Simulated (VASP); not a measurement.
# SnSe monolayer and its bilayer, part 2 of 2

What are the lattice, gap and band positions of SnSe monolayer, and what does a second sheet change?

VASP 6.6.1, plane waves and PAW; the level of theory is named at each step.

So far. Step 11 (A rigid stacking): Energy at zero smearing: -34.57388 eV.

## Step 12: A rigid stacking

INCAR reads:

```
SYSTEM = SnSe
PREC = Normal
ENCUT = 350
EDIFF = 1E-05
NELM = 120
ISMEAR = 0
SIGMA = 0.03
LREAL = .FALSE.
ALGO = Fast
GGA = PE
IVDW = 12
NBANDS = 28
LORBIT = 11
LWAVE = .FALSE.
LCHARG = .FALSE.
KPAR = 4
IDIPOL = 3
LDIPOL = .TRUE.
DIPOL = 0.5 0.5 0.5
```

POSCAR reads:

```
SnSe
1.0
    4.4899724930      0.0000000000      0.0000000000
    0.0000000000      4.2689688995      0.0000000000
    0.0000000000      0.0000000000     25.8405033224
Sn Se
4 4
Direct
    0.0963822200      0.0000000000      0.4400166500
    0.5963822200      0.5000000000      0.3289409600
    0.9036177800      0.0000000000      0.6710590400
    0.4036177800      0.5000000000      0.5599833500
    0.5236177800      0.5000000000      0.4336112700
    0.0236177800      0.0000000000      0.3353463400
    0.4763822200      0.5000000000      0.6646536600
    0.9763822200      0.0000000000      0.5663887300
```

KPOINTS reads:

```
Automatic mesh
0
Gamma
7 7 1
0 0 0
```

PAW data sets: Sn and Se (PBE family, release 64).

Launch:

```
$ mpirun -np 4 vasp_std
```

It took 23 s on 4 MPI ranks of AMD EPYC 9R14 (Zen 4), shared host; peak memory 1.1 GiB; 83 s of CPU time.

Energy at zero smearing: -34.76937 eV.

## Step 13: A rigid stacking

INCAR is that of step 12.

POSCAR reads:

```
SnSe
1.0
    4.4899724930      0.0000000000      0.0000000000
    0.0000000000      4.2689688995      0.0000000000
    0.0000000000      0.0000000000     25.8405033224
Sn Se
4 4
Direct
    0.0963822200      0.0000000000      0.4400166500
    0.5963822200      0.5000000000      0.3289409600
    0.4036177800      0.0000000000      0.6710590400
    0.9036177800      0.5000000000      0.5599833500
    0.5236177800      0.5000000000      0.4336112700
    0.0236177800      0.0000000000      0.3353463400
    0.9763822200      0.5000000000      0.6646536600
    0.4763822200      0.0000000000      0.5663887300
```

KPOINTS is that of step 12.

Launch:

```
$ mpirun -np 4 vasp_std
```

The job ended after 22 s (4 MPI ranks; peak memory 1.1 GiB; 80 s of CPU time).

Energy at zero smearing: -34.97793 eV.

## Step 14: A rigid stacking

INCAR is that of step 13.

POSCAR reads:

```
SnSe
1.0
    4.4899724930      0.0000000000      0.0000000000
    0.0000000000      4.2689688995      0.0000000000
    0.0000000000      0.0000000000     25.8405033224
Sn Se
4 4
Direct
    0.0963822200      0.0000000000      0.4400166500
    0.5963822200      0.5000000000      0.3289409600
    0.9036177800      0.5000000000      0.6710590400
    0.4036177800      0.0000000000      0.5599833500
    0.5236177800      0.5000000000      0.4336112700
    0.0236177800      0.0000000000      0.3353463400
    0.4763822200      0.0000000000      0.6646536600
    0.9763822200      0.5000000000      0.5663887300
```

KPOINTS is that of step 13.

Launch:

```
$ mpirun -np 4 vasp_std
```

Run time: 22 s. Hardware: 4 MPI ranks; peak memory 1.1 GiB; 79 s of CPU time.

Energy at zero smearing: -34.90826 eV.

## Step 15: A rigid stacking

INCAR is that of step 14.

POSCAR reads:

```
SnSe
1.0
    4.4899724930      0.0000000000      0.0000000000
    0.0000000000      4.2689688995      0.0000000000
    0.0000000000      0.0000000000     25.8405033224
Sn Se
4 4
Direct
    0.0963822200      0.0000000000      0.4400166500
    0.5963822200      0.5000000000      0.3289409600
    0.4036177800      0.5000000000      0.6710590400
    0.9036177800      0.0000000000      0.5599833500
    0.5236177800      0.5000000000      0.4336112700
    0.0236177800      0.0000000000      0.3353463400
    0.9763822200      0.0000000000      0.6646536600
    0.4763822200      0.5000000000      0.5663887300
```

KPOINTS is that of step 14.

Launch:

```
$ mpirun -np 4 vasp_std
```

Elapsed: 21 s, on 4 MPI ranks; peak memory 1.1 GiB.

Energy at zero smearing: -34.69941 eV.

## Step 16: Relaxing the bilayer

The lowest stacking relaxes at the monolayer's lattice.

INCAR, as its differences from that of step 15:

```diff
@@ -3,3 +3,3 @@
 ENCUT = 350
-EDIFF = 1E-05
+EDIFF = 1E-06
 NELM = 120
@@ -16,2 +16,8 @@
 KPAR = 4
+IBRION = 2
+NSW = 50
+ISIF = 2
+EDIFFG = -0.015
+POTIM = 0.4
+MAXMIX = 40
 IDIPOL = 3
```

POSCAR reads:

```
SnSe
1.0
    4.4899724930      0.0000000000      0.0000000000
    0.0000000000      4.2689688995      0.0000000000
    0.0000000000      0.0000000000     25.8405033224
Sn Se
4 4
Direct
    0.0963822200      0.0000000000      0.4400166500
    0.5963822200      0.5000000000      0.3289409600
    0.4036177800      0.0000000000      0.6710590400
    0.9036177800      0.5000000000      0.5599833500
    0.5236177800      0.5000000000      0.4336112700
    0.0236177800      0.0000000000      0.3353463400
    0.9763822200      0.5000000000      0.6646536600
    0.4763822200      0.0000000000      0.5663887300
```

KPOINTS is that of step 15.

Launch:

```
$ mpirun -np 4 vasp_std
```

Run time: 3.2 min. Hardware: 4 MPI ranks; peak memory 1.2 GiB.

The steps of the relaxation:

```csv
step,energy less that of the first step (eV),largest force (eV/Å)
1,0.0000,0.1985
2,-0.0036,0.1514
3,-0.0085,0.1121
4,-0.0086,0.1246
5,-0.0110,0.1115
6,-0.0163,0.0863
7,-0.0170,0.1797
8,-0.0184,0.1277
9,-0.0204,0.1165
10,-0.0257,0.1139
11,-0.0326,0.1126
12,-0.0292,0.2535
13,-0.0342,0.1480
14,-0.0389,0.1197
15,-0.0456,0.0568
16,-0.0466,0.0360
17,-0.0473,0.0519
18,-0.0480,0.0291
19,-0.0483,0.0344
20,-0.0488,0.0183
21,-0.0489,0.0147
```

The atoms that moved most (Å):

| atom | dx | dy | dz | length |
| --- | --- | --- | --- | --- |
| Sn1 | 0.015 | 0.000 | 0.191 | 0.192 |
| Sn4 | -0.015 | 0.000 | -0.191 | 0.192 |
| Se7 | 0.020 | 0.000 | -0.170 | 0.171 |
| Se6 | -0.020 | 0.000 | 0.170 | 0.171 |
| Se5 | -0.034 | 0.000 | 0.120 | 0.124 |
| Se8 | 0.034 | 0.000 | -0.120 | 0.124 |
| Sn3 | -0.013 | 0.000 | -0.116 | 0.117 |
| Sn2 | 0.013 | 0.000 | 0.116 | 0.117 |

Final coordinates:

```xyz
8
Lattice="4.4900 0.0000 0.0000 0.0000 4.2690 0.0000 0.0000 0.0000 25.8405" Properties=species:S:1:pos:R:3
Sn    0.4479    0.0000   11.5617
Sn    2.6911    2.1345    8.6161
Sn    1.7989    0.0000   17.2244
Sn    4.0421    2.1345   14.2788
Se    2.3174    2.1345   11.3244
Se    0.0861    0.0000    8.8351
Se    4.4039    2.1345   17.0054
Se    2.1725    0.0000   14.5161
```

This step gave:

```
electronic cycles              : 195
free energy (TOTEN)            : -35.03 eV
Fermi energy                   : -0.7142 eV
gap on the k-mesh              : 1.108 eV
least direct gap on the k-mesh : 1.108 eV
```

The run ended after 21 ionic steps, 0.049 eV below its first step, once the forces on the free atoms met EDIFFG = -0.015.

## Step 17: Levels and bands of the bilayer

The same static run as for one sheet shows what the neighbour does to the levels.

INCAR, as its differences from that of step 16:

```diff
@@ -16,8 +16,2 @@
 KPAR = 4
-IBRION = 2
-NSW = 50
-ISIF = 2
-EDIFFG = -0.015
-POTIM = 0.4
-MAXMIX = 40
 IDIPOL = 3
@@ -25 +19,4 @@
 DIPOL = 0.5 0.5 0.5
+LVHAR = .TRUE.
+LVACPOTAV = .TRUE.
+NEDOS = 1500
```

POSCAR reads:

```
SnSe
1.0
    4.4899724930      0.0000000000      0.0000000000
    0.0000000000      4.2689688995      0.0000000000
    0.0000000000      0.0000000000     25.8405033224
Sn Se
4 4
Direct
    0.0997464363      0.0000000000      0.4474258625
    0.5993543816      0.5000000000      0.3334348052
    0.4006456184      0.0000000000      0.6665651948
    0.9002535637      0.5000000000      0.5525741375
    0.5161365303      0.5000000000      0.4382404899
    0.0191777253      0.0000000000      0.3419080685
    0.9808222747      0.5000000000      0.6580919315
    0.4838634697      0.0000000000      0.5617595101
```

KPOINTS is that of step 16.

KPOINTS_OPT reads:

```
Line mode
14
Line-mode
Reciprocal
  0.00000000   0.00000000   0.00000000 GAMMA
 -0.50000000   0.00000000   0.00000000 X

 -0.50000000   0.00000000   0.00000000 X
 -0.50000000  -0.50000000   0.00000000 S

 -0.50000000  -0.50000000   0.00000000 S
  0.00000000  -0.50000000   0.00000000 Y

  0.00000000  -0.50000000   0.00000000 Y
  0.00000000   0.00000000   0.00000000 GAMMA

  0.00000000   0.00000000   0.00000000 GAMMA
 -0.50000000  -0.50000000   0.00000000 S
```

Launch:

```
$ mpirun -np 4 vasp_std
```

It took 56 s on 4 MPI ranks; peak memory 1.4 GiB.

This step gave:

```yaml
electronic_cycles: 22
fermi_energy: -0.7389 eV
least_gap_on_mesh_and_path: 0.9406 eV
least_direct_gap_on_mesh_and_path: 1.073 eV
vacuum_levels: 3.621, 3.621 eV
ionisation_potentials_of_the_upper_and_lower_face: 4.463, 4.463 eV
electron_affinities_of_the_upper_and_lower_face: 3.523, 3.523 eV
```

The electronic bands at the labelled points (eV, zero at the valence-band top; v1 is the highest filled band, c1 the lowest empty one):

```
          point     v4     v3     v2     v1    c1    c2    c3    c4
              Γ  -1.62  -1.56  -0.47  -0.42  1.26  2.71  2.85  3.03
0.46 of the way  -1.07  -0.99  -0.60  -0.47  1.50  1.92  2.28  2.48
              X  -0.60  -0.51  -0.34  -0.22  1.22  1.36  1.57  1.61
0.54 of the way  -1.79  -1.31  -1.17  -0.93  2.11  2.29  3.06  3.26
              S  -1.73  -1.73  -1.28  -1.28  2.94  2.94  3.04  3.04
0.46 of the way  -1.68  -1.68  -1.06  -1.06  2.09  2.09  3.12  3.12
              Y  -0.95  -0.95  -0.56  -0.56  1.34  1.34  1.52  1.52
0.54 of the way  -1.30  -1.00  -0.49  -0.48  1.54  1.66  2.48  2.71
              Γ  -1.62  -1.56  -0.47  -0.42  1.26  2.71  2.85  3.03
0.54 of the way  -1.42  -1.25  -0.60  -0.42  1.34  1.86  2.53  2.65
              S  -1.73  -1.73  -1.28  -1.28  2.94  2.94  3.04  3.04
```

Of the projections kept (Sn, Se), the largest for each band there; the rest of the weight can lie on other orbitals:

```csv
point,v4,v3,v2,v1,c1,c2,c3,c4
Γ,Se 0.62,Se 0.77,Se 0.72,Se 0.69,Sn 0.90,Sn 0.72,Sn 0.71,Sn 0.71
X,Sn 0.51,Sn 0.60,Se 0.53,Sn 0.53,Sn 0.74,Sn 0.73,Sn 0.65,Sn 0.85
S,Se 0.54,Se 0.54,Se 0.61,Se 0.61,Sn 0.78,Sn 0.78,Sn 0.65,Sn 0.65
Y,Sn 0.64,Sn 0.64,Sn 0.57,Sn 0.57,Sn 0.73,Sn 0.73,Sn 0.62,Sn 0.62
Γ,Se 0.62,Se 0.77,Se 0.72,Se 0.69,Sn 0.90,Sn 0.72,Sn 0.71,Sn 0.71
S,Se 0.54,Se 0.54,Se 0.61,Se 0.61,Sn 0.78,Sn 0.78,Sn 0.65,Sn 0.65
```

The planar average of the electrostatic potential oscillates, so the rows of the table below give means over windows of 1 Å about each position, cut where the curve ends. Its maxima inside the range that stand out by 2 % of the span (Å: eV): 10.1: 2.32, 12.9: 2.59, 15.7: 2.32. Its minima: 8.7: -10.3, 11.4: -10.3, 14.4: -10.3, 17.1: -10.3.

Zero at the Fermi level. The planar average of the electrostatic potential by height; means over each step:

```csv
height (Å),planar average of the electrostatic potential (eV)
0,4.36
1,4.36
2,4.36
3,4.36
4,4.36
5,4.36
6,4.32
7,3.70
8,-3.36
9,-8.41
10,1.03
11,-7.01
12,-5.47
13,1.50
14,-7.06
15,-5.26
16,0.221
17,-9.12
18,-1.51
19,3.95
20,4.33
21,4.36
22,4.36
23,4.36
24,4.36
25,4.36
```

Density of states in the PAW spheres, an atom over height of the layer and energy from the Fermi level.

Ten even steps from '0' (0.00 states/eV) to '9' (1.40 states/eV), each cell a mean:
```
00000000
00000000
12211221
45433454
23333332
25422452
24522542
34522543
24322342
23322332
23322332
11111111
11111111
00000000
00000000
00000000
10011001
20033002
91155119
51155115
10044001
00011000
```
Columns: height of the layer (Å) from 8.6 to 17.2 (not evenly spaced); rows upwards: energy from the Fermi level (eV) from -7.9 to 0.5.

The map of layer states is cut here 0.5 eV above the Fermi level, so it leaves out the states above that.

The vacuum level lies 4.46 eV above the highest filled level at the upper face; both faces agree, as the slab has next to no dipole.

The program found no field-free point at its default tolerance, but its printed level agrees with the flat part of the planar average.

## Step 18: Putting the energies together

This step: monolayer and bilayer, PBE + D3(BJ); plane waves and PAW (VASP 6.6.1).

Derived from the runs above.

Numbers from this step:

```
polarisability per area of the slab or monolayer : 0.4368 Å
gap with spin orbit                              : 1.057 eV
binding energy                                   : -32.61 meV/Å²
interlayer gap                                   : 2.717 Å
bilayer gap                                      : 0.9406 eV
bilayer level below vacuum                       : 4.463 eV
lattice a                                        : 4.490 Å
lattice b                                        : 4.269 Å
thickness                                        : 2.870 Å
monolayer gap                                    : 1.131 eV
ionisation potential at the upper face           : 4.479 eV
```

VASP counts both for electrons: a positive EFIELD is a field along -c, and a positive dipole, in electrons times A, points along -c. Field, by row:

| EFIELD (eV/Å) | dipole along z of the monolayer (e Å) | energy change of the monolayer (eV) |
| --- | --- | --- |
| -0.1 | -0.05814 | -0.002908 |
| 0 | 0 | 0 |
| 0.1 | 0.05815 | -0.002908 |

Rigid sheets, 3.1 Å apart. Stackings, by row:

```
                              stacking  energy above the lowest (meV/Å²)
turned by 180 degrees, shift 0.50 0.00                                 0
     same orientation, shift 0.00 0.50                            0.7554
     same orientation, shift 0.50 0.00                             2.054
turned by 180 degrees, shift 0.00 0.50                             3.635
     same orientation, shift 0.00 0.00                             7.963
turned by 180 degrees, shift 0.00 0.00                             10.88
turned by 180 degrees, shift 0.50 0.50                             14.53
     same orientation, shift 0.50 0.50                             21.08
```

The polarisability is the slope of the dipole against the field, as a volume for each unit of area.

## Step 19: Outcome

- lattice a: 4.49 Å
- monolayer gap: 1.13 eV
- gap with spin orbit: 1.06 eV
- binding energy: -32.6 meV/Å²
- interlayer gap: 2.72 Å
- bilayer gap: 0.941 eV
- polarisability per area of the slab or monolayer: 0.437 Å

The monolayer relaxes to a = 4.490 Å and b = 4.269 Å and has a gap of 1.13 eV (1.06 eV with spin-orbit coupling). The ionisation potential is 4.48 eV at both faces. Of 8 rigid stackings the lowest has the upper sheet turned by 180 degrees and shifted by (0.50, 0.00) in cell vectors, and the highest lies 21.1 meV/Å² above it. Relaxed, the sheets lie 2.72 Å apart and bind by 32.6 meV/Å². The next stacking lies close, and only the lowest was relaxed, so the order could change. The second sheet narrows the gap, to 0.94 eV. All runs are without spin polarisation. The bilayer keeps the monolayer's lattice, and only high-symmetry stackings were tried. Semilocal gaps are too small. Levels against the vacuum, binding and the bilayer's gap are without spin-orbit coupling.

[Lines on the potential files, build, host, timing and source positions are cut from VASP's logs without a mark.]

[Logs are printed without paths, hosts, clocks, repeated set-up lines and the standing remarks that a program may print on its own settings, such as how far it seeks lower states.]

[Hosts, paths, dates, database ids (printed as entryN), source tags and the programs' standing remarks are cut or masked in the printed files.]

[Runs that stopped without an error message from VASP are left out.]
